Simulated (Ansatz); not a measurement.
MnAs:

```
As Mn
1.0
     3.71000    0.00000    0.00000
    -1.85500    3.21295    0.00000
     0.00000    0.00000    5.69100
As Mn
2 2
Direct
  0.66667 0.33333 0.75000
  0.33333 0.66667 0.25000
  0.00000 0.00000 0.50000
  0.00000 0.00000 0.00000
```

```yaml
Program: Ansatz 0.2.0
Task: relaxation of cell and atoms
Functional: revPBE
Dispersion: D3(BJ)
Potentials_or_basis: Ansatz PAW
Cutoff: "420 eV (not typed: the program's choice for these potentials)"
k_mesh: 8 × 8 × 5
Occupations: fermi-dirac, width 0.05 eV
Spin: collinear spin, ferromagnetic start
Starting_moments: "[0.0, 0.0, 4.0, 4.0] μB"
```

At the start: volume 16.96 Å³/atom.

Question: Where does the relaxation end?

Answer: It ends after 7 steps and the volume is 14.90 Å³/atom (-12.1 %); space group P6_3/mmc (No. 194, to 0.05 Å); moment 5.20 μB per cell.

The path:
```tsv
step	energy change (eV)	largest force (eV/Å)	volume (Å³)
1	0.0000	0.0000	67.84
2	-0.1962	0.0000	62.93
3	-0.2250	0.0000	57.36
4	-0.2488	0.0000	59.75
5	-0.2494	0.0000	59.57
6	-0.2494	0.0000	59.62
7	-0.2467	0.0000	59.62
```

Final structure:
```
As Mn
1.0
     3.56642    0.00000    0.00000
    -1.78321    3.08861    0.00000
     0.00000    0.00000    5.41208
As Mn
2 2
Direct
  0.66667 0.33333 0.75000
  0.33333 0.66667 0.25000
  0.00000 0.00000 0.50000
  0.00000 0.00000 0.00000
```

Caveat: the plane-wave basis is chosen anew once the cell has moved, so the energies of steps on either side of that aren't comparable; the volume moved by -12 % from the deposited cell, more than functionals usually miss; only a ferromagnetic start was run, and an antiferromagnetic order may lie lower in energy; the PAW data sets come from PBE, with cores solved anew for the run's functional, which leaves a small shift of forces and pressure.
